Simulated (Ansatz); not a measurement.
A run of Ansatz 0.2.0:

input.yaml

```yaml
crystal:
  lattice:
    - [2.94277066, 0.0, 0.0]
    - [0.0, 3.28032554, 0.0]
    - [0.0, 0.0, 4.67744676]
  atoms:
    - { symbol: Ni, position: [0.5, 0.5, 0.34249559], spin: 2.0 }
    - { symbol: Ni, position: [0.0, 0.0, 0.65750441], spin: 2.0 }
    - { symbol: Si, position: [0.5, 0.5, 0.84314316] }
    - { symbol: Si, position: [0.0, 0.0, 0.15685684] }
hamiltonian:
  xc: pbe
  pseudopotentials: { kind: paw }
magnetization:
  spin_polarized: true
  initial_magnetization: 4.0
  spin_locking: { lock_magnetization: hard }
kpoints:
  mp_grid: { grid: [8, 7, 5] }
scf:
  occupations: { method: fermi_dirac, width: 0.05 }
  lower_state_search: "off"
output:
  forces: true
  stress: true
  eigenvalues: true
```

Potentials or basis: Ansatz PAW.

The run is started by

```bash
$ ansatz run input.yaml --threads 2 --pin off --max-ram 5632MiB --backend cpu --events-out ev --progress --plain --runs-dir out
```

Hardware: 2 threads of Arm Neoverse V1, on a shared host.

**Question.** How long does it take, and how much memory?

**Answer.** Run time: 5.6 s on 2 threads of Arm Neoverse V1, on a shared host, peak memory 0.39 GiB. Counts: scf iterations 9, plane waves 893, k points 60, bands 29.
